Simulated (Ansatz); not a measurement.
ZnS:

```
Zn S
1.0
     0.00000    2.70200    2.70200
     2.70200    0.00000    2.70200
     2.70200    2.70200    0.00000
Zn S
1 1
Cartesian
  4.0530 4.0530 4.0530
  0.0000 0.0000 0.0000
```

* Program: Ansatz 0.2.0
* Task: relaxation of cell and atoms
* Functional: HSEsol
* Potentials or basis: Ansatz PAW
* Cutoff: 420 eV (not typed: the program's choice for these potentials)
* k mesh: 5 × 5 × 5
* Occupations: fermi-dirac, width 0.05 eV
* Spin: no spin polarisation

At the start: volume 19.73 Å³/atom.

Problem. How do energy, volume and symmetry change on relaxing?

Solution. It ends after 4 steps and the volume is 19.31 Å³/atom (-2.1 %); space group F-43m (No. 216, to 0.05 Å).

The path:
```tsv
step	energy change (eV)	largest force (eV/Å)	volume (Å³)
1	0.0000	0.0000	39.45
2	-0.0040	0.0000	38.95
3	-0.0049	0.0000	38.61
4	-0.0044	0.0000	38.61
```

Final structure:
```yaml
crystal:
  lattice:
    - [0.00000, 2.68270, 2.68270]
    - [2.68270, 0.00000, 2.68270]
    - [2.68270, 2.68270, 0.00000]
  atoms:
    - { symbol: Zn, position: [0.75000, 0.75000, 0.75000] }
    - { symbol: S, position: [0.00000, 0.00000, 0.00000] }
```

Caveat: the plane-wave basis is chosen anew once the cell has moved, so the energies of steps on either side of that aren't comparable; the PAW data sets come from PBE, with cores solved anew for the run's functional, which leaves a small shift of forces and pressure.
